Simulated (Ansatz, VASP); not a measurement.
Se: VASP beside Ansatz

```
CELL_PARAMETERS angstrom
2.58173 0.00000 0.00000
0.00000 2.58173 0.00000
0.00000 0.00000 2.58173
ATOMIC_POSITIONS crystal
Se 0.00000 0.00000 0.00000
```

Change from the starting cell: volume scaled by 0.76, LAPW.

Alike in both runs: task single point; functional PBE; k mesh 15 × 15 × 15; occupations fermi-dirac, width 0.08 eV; no spin polarisation.

|  | VASP | Ansatz |
| --- | --- | --- |
| version | VASP 6.6.1 | Ansatz 0.2.0 |
| potentials or method | VASP PAW PBE potentials, release 64 (Se), cutoff 520 eV | all-electron LAPW, scalar-relativistic |

```csv
,VASP,Ansatz,Ansatz less VASP
pressure (GPa),36.1,35.7,-0.31
```

Ansatz ran all-electron here, so the differences hold the error of VASP's frozen core and of both bases.

Caveats: so large a pressure means that the cell lies far from this level's equilibrium, or that cutoff or potentials fall short (VASP).
